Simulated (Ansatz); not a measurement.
Ge:

```
CELL_PARAMETERS angstrom
3.99759 0.00000 0.00000
-1.99879 3.46201 0.00000
0.00000 0.00000 6.59938
ATOMIC_POSITIONS crystal
Ge 0.33333 0.66667 0.93710
Ge 0.66667 0.33333 0.43710
Ge 0.33333 0.66667 0.56290
Ge 0.66667 0.33333 0.06290
```

This isn't the form of Ge at room conditions, which is diamond.

- Program: Ansatz 0.2.0
- Task: relaxation of cell and atoms
- Functional: PBE
- Potentials or basis: Ansatz PAW
- Cutoff: 420 eV (not typed: the program's choice for these potentials)
- k mesh: 8 × 8 × 4
- Occupations: fermi-dirac, width 0.05 eV
- Spin: no spin polarisation

At the start: volume 22.83 Å³/atom.

Q: How do energy, volume and symmetry change on relaxing?

A: It ends after 6 steps and the volume is 23.89 Å³/atom (+4.6 %); space group P6_3/mmc (No. 194, to 0.05 Å).

The path:
```
step  energy change (eV)  largest force (eV/Å)  volume (Å³)
   1              0.0000                0.0140        91.33
   2             -0.0354                0.0141        94.76
   3             -0.0365                0.0061        95.48
   4             -0.0371                0.0061        95.48
   5             -0.0372                0.0030        95.55
   6             -0.0372                0.0030        95.55
```

Final structure:
```
Ge
1.0
     4.06211    0.00000    0.00000
    -2.03105    3.51789    0.00000
     0.00000    0.00000    6.68625
Ge
4
Direct
  0.33333 0.66667 0.93733
  0.66667 0.33333 0.43733
  0.33333 0.66667 0.56267
  0.66667 0.33333 0.06267
```

Caveat: the plane-wave basis is chosen anew once the cell has moved, so the energies of steps on either side of that aren't comparable.
